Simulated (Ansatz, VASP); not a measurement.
## F in VASP and in Ansatz

```
F
1.0
     0.00000    1.46581    1.46581
     1.46581    0.00000    1.46581
     1.46581    1.46581    0.00000
F
1
Direct
  0.00000 0.00000 0.00000
```

Change from the starting cell: volume scaled by 0.75, PAW files.

Alike in both runs: task single point; functional LDA; k mesh 17 × 17 × 17; occupations fermi-dirac, width 0.05 eV; no spin polarisation.

|  | VASP | Ansatz |
| --- | --- | --- |
| version | VASP 6.6.1 | Ansatz 0.2.0 |
| potentials or method | VASP PAW LDA potentials, release 64 (F) | PAW with Ansatz's default frozen-core files, scalar-relativistic |
| plane-wave cutoff (eV) | 520 | 420 |
| valence electrons in the cell | 7 | 7 |

```tsv
	VASP	Ansatz	Ansatz less VASP
pressure (GPa)	60.2	61.0	+0.80
```

Caveats: the cell as given lies far from equilibrium; so large a pressure means that the cell lies far from this level's equilibrium, or that cutoff or potentials fall short (VASP); an odd number of electrons without spin polarisation forces a metal; a magnetic or distorted state may lie lower.
